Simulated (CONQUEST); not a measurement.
Here is a CONQUEST 1.3 calculation.

Contents of Conquest_input:

```
IO.Title MgH2
IO.Coordinates coords.dat
IO.FractionalAtomicCoords F
IO.Iprint 2
IO.Iprint_init 1
General.NumberOfSpecies 2
General.PseudopotentialType hamann
General.FunctionalType 2
General.DifferentFunctional T
AtomMove.TypeOfRun static
AtomMove.FullStress T
Grid.GridCutoff 100
DM.SolutionMethod diagon
Diag.MPMesh F
Diag.kT 0.00183747
minE.SCTolerance 1e-6
SC.MaxIters 100
minE.SelfConsistent F
General.LoadRho T
Diag.KspaceLines T
Diag.NumKptLines 9
Diag.NumKpts 8
IO.writeDOS T
%block ChemicalSpeciesLabel
1 24.310 Mg
2 1.010 H
%endblock
%block Diag.KpointLines
0.000000 0.000000 0.000000
0.000000 0.500000 0.000000
0.000000 0.500000 0.000000
0.500000 0.500000 0.000000
0.500000 0.500000 0.000000
0.000000 0.000000 0.000000
0.000000 0.000000 0.000000
0.000000 0.000000 0.500000
0.000000 0.000000 0.500000
0.000000 0.500000 0.500000
0.000000 0.500000 0.500000
0.500000 0.500000 0.500000
0.500000 0.500000 0.500000
0.000000 0.000000 0.500000
0.000000 0.500000 0.000000
0.000000 0.500000 0.500000
0.500000 0.500000 0.000000
0.500000 0.500000 0.500000
%endblock
```

Contents of coords.dat:

```
    6.3633456064     0.0000000000     0.0000000000
    0.0000000000     6.3633456064     0.0000000000
    0.0000000000     0.0000000000     8.9991296580
6
  0.1268787480   6.3013157134   8.9420121821 1 T T T
  3.3085515512   3.1196429102   4.4424473531 1 T T T
  3.0357517434   0.0656220016   2.2684871055 2 T T T
  6.2174245466   3.2472948048   6.7680519345 2 T T T
  0.0734839151   3.1419018932   2.3568630583 2 T T T
  3.2551567183   6.3235746963   6.8564278873 2 T T T
```

File Conquest_input (of the self-consistent run):

```
IO.Title MgH2
IO.Coordinates coords.dat
IO.FractionalAtomicCoords F
IO.Iprint 2
IO.Iprint_init 1
General.NumberOfSpecies 2
General.PseudopotentialType hamann
General.FunctionalType 2
General.DifferentFunctional T
AtomMove.TypeOfRun static
AtomMove.FullStress T
Grid.GridCutoff 100
DM.SolutionMethod diagon
Diag.MPMesh T
Diag.GammaCentred T
Diag.MPMeshX 6
Diag.MPMeshY 6
Diag.MPMeshZ 4
Diag.kT 0.00183747
minE.SCTolerance 1e-6
SC.MaxIters 100
IO.AtomChargeOutput T
IO.DumpChargeDensity T
%block ChemicalSpeciesLabel
1 24.310 Mg
2 1.010 H
%endblock
```

Potentials or basis: PseudoDojo NC PBEsol, DZP, grid cutoff 100 Ha.

Run with:

```bash
$ Conquest   # self-consistent run
$ Conquest   # the run along the path, in the same folder
```

(1) Predict the band gap along the path.

Results:

(1) none (metal or under the smearing width).

Caveat: the box holds several primitive cells, so bands are folded and the points are those of the box's own zone; the basis of atomic orbitals isn't converged, which shifts pressures, moduli and gaps.
